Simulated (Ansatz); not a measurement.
Runs of Ansatz 0.2.0 on CoO. It takes space group P-6m2 (No. 187, hexagonal). Conventional cell: a = 2.828 Å, b = 2.828 Å, c = 2.722 Å, α = 90.00°, β = 90.00°, γ = 120.00°. Around Co (site symmetry -6m2) lie 6 O at 2.13 Å. Around O (site symmetry -6m2) lie 6 Co at 2.13 Å. The cell was built by a generator and needn't be a form met in nature.

```tsv
task	level	cell	gap on the mesh (eV)	pressure (GPa)	moment (μB)	relaxed volume (Å³/atom)
relaxation of the atoms	PBE	atoms relaxed	none	0.0	3.00	-
relaxation of cell and atoms	BLYP	relaxed	none	0.0	3.00	(a)
relaxation of cell and atoms	revPBE	relaxed	none	0.0	3.00	9.68
relaxation of cell and atoms	PBE	relaxed	none	0.0	3.00	9.43
```

Alike in all rows: potentials or basis Ansatz PAW; spin collinear, ferromagnetic start; k mesh 8 × 8 × 7; cutoff (eV) 420; smearing fermi-dirac 0.05 eV.

**Question.** Fill in the values left out.

**Answer.** (a) 9.91.

Caveats: a cell with one magnetic atom can't hold antiferromagnetic order, which such compounds often take; semilocal functionals often make such compounds metallic where correlation or magnetic order opens a gap, which also shifts bond lengths; the plane-wave basis is chosen anew once the cell has moved, so the energies of steps on either side of that aren't comparable (some runs); the PAW data sets come from PBE, with cores solved anew for the run's functional, which leaves a small shift of forces and pressure (some runs); the relaxation stopped at its first step, so nothing moved (some runs); the thresholds are loose for stress (some runs).

A gap of «none» marks a metal or a gap under the smearing width.
